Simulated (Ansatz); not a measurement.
Se, DFT, PBE, all-electron LAPW, scalar-relativistic (Ansatz 0.2.0), run on 1 thread of Arm Neoverse V1 on a shared host.

The geometry is COD entry 9008579, unchecked; take it as a test cell. The listed cell was then made from it by scaling, straining or moving an atom.

Command: `ansatz run input.yaml --threads 1 --pin off --max-ram 4096MiB --backend cpu --events-out ev --progress --plain --runs-dir out`

```yaml
crystal:
  lattice:
    - [4.3551696776, 0.0, 0.0]
    - [-2.1775848388, 3.7716875786, 0.0]
    - [0.0, 0.0, 4.850461]
  atoms:
    - { symbol: Se, position: [0.217, 0.0, 0.1666666667] }
    - { symbol: Se, position: [0.0, 0.217, 0.8333333333] }
    - { symbol: Se, position: [0.783, 0.783, 0.5] }
kpoints:
  mp_grid: { grid: [8, 8, 6] }
  band_path:
    path:
      - [0.0, 0.0, 0.0]
      - [0.5, 0.0, 0.0]
      - [0.3333333333, 0.3333333333, 0.0]
      - [0.0, 0.0, 0.0]
      - [0.0, 0.0, 0.5]
      - [0.5, 0.0, 0.5]
      - [0.3333333333, 0.3333333333, 0.5]
      - [0.0, 0.0, 0.5]
      - [0.5, 0.0, 0.5]
    npoints: 5
scf:
  occupations: { method: fermi_dirac, width: 0.03 }
hamiltonian:
  xc: pbe
  pseudopotentials: { kind: all_electron, lapw: { basis_error: 0.0005 } }
output:
  forces: true
  stress: true
  eigenvalues: true
```

Task: How large is the problem that the program sets up?

Result: 50 irreducible k-points, 1329 plane waves at Γ, 44 bands.

Task: Estimate the wall time and the peak memory.

Result: 2.2 min of wall time for 9 SCF iterations, with a peak of 0.52 GiB. Times on shared machines scatter by tens of per cent.
